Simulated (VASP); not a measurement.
A run of VASP 6.6.1 is set up as follows.

File INCAR:

```
PREC = Accurate ; ENCUT = 520
EDIFF = 1E-7 ; ISMEAR = 0
SIGMA = 0.1 ; LREAL = False
LASPH = True ; NELM = 120
ALGO = Normal ; ISIF = 3
LWAVE = False ; LCHARG = False
ISPIN = 2 ; MAGMOM = 1 0
LORBIT = 11 ; LMAXMIX = 4
GGA = PE ; IBRION = 2
NSW = 60 ; EDIFFG = -0.005
POTIM = 0.3
```

The input KPOINTS:

```
Automatic mesh
0
Gamma
  11 11 11
```

The input POSCAR:

```
NiO                                     
1.0
   -0.0000000000      2.1071611958      2.1071611958
    2.1071611958      0.0000000000      2.1071611958
    2.1071611958      2.1071611958     -0.0000000000
  Ni              O             
     1     1
Direct
     0.0000000000000000    0.0000000000000000    0.0000000000000000
     0.5000000000000000    0.5000000000000000    0.5000000000000000
```

Potentials or basis: VASP PAW PBE potentials, release 64 (Ni, O).

Command:

```sh
$ cat potpaw_PBE.64/Ni/POTCAR potpaw_PBE.64/O/POTCAR > POTCAR
$ mpirun -np 1 vasp_std > vasp.out
```

Problem. What does it give for the band gap on the k mesh?

Solution. None (metal or under the smearing width).

Problem. Predict the net moment.

Solution. 1.79 μB per cell.

Problem. Predict the site moments.

Solution. Ni +1.47; O +0.28 μB.

Final structure:
```
Ni O
1.0
     0.00000    2.10716    2.10716
     2.10716    0.00000    2.10716
     2.10716    2.10716    0.00000
Ni O
1 1
Direct
  0.00000 0.00000 0.00000
  0.50000 0.50000 0.50000
```

Caveat: the relaxation stopped at its first step, so nothing moved; a cell with one magnetic atom can't hold antiferromagnetic order, which such compounds often take; semilocal functionals often make such compounds metallic where correlation or magnetic order opens a gap, which also shifts bond lengths. With open d or f shells a metallic result of PBE can be an artefact of self-interaction; +U or a hybrid may open a gap.
